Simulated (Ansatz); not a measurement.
The system is AlRu.

```
Ru Al
1.0
     2.99160    0.00000    0.00000
     0.00000    2.99160    0.00000
     0.00000    0.00000    2.99160
Ru Al
1 1
Direct
  0.50000 0.50000 0.50000
  0.00000 0.00000 0.00000
```

Program: Ansatz 0.2.0. Alike in all runs: task band structure; potentials or basis Ansatz PAW; cell as given; smearing fermi-dirac 0.05 eV. Hardware: 2 threads of Arm Neoverse V1, with other jobs on the host.

Problem. Order these runs on this cell by their wall time, lowest first.
A. level r2SCAN; spin off; k mesh 9 × 9 × 9; cutoff (eV) 500
B. level BLYP; spin off; k mesh 9 × 9 × 9; cutoff (eV) 420
C. level PBEsol; spin SOC, no magnetisation; k mesh 7 × 7 × 7; cutoff (eV) 420

Solution. B (1.1 s), A (2.8 s), C (6.9 s).

Runs at the PBE level aren't shown here.
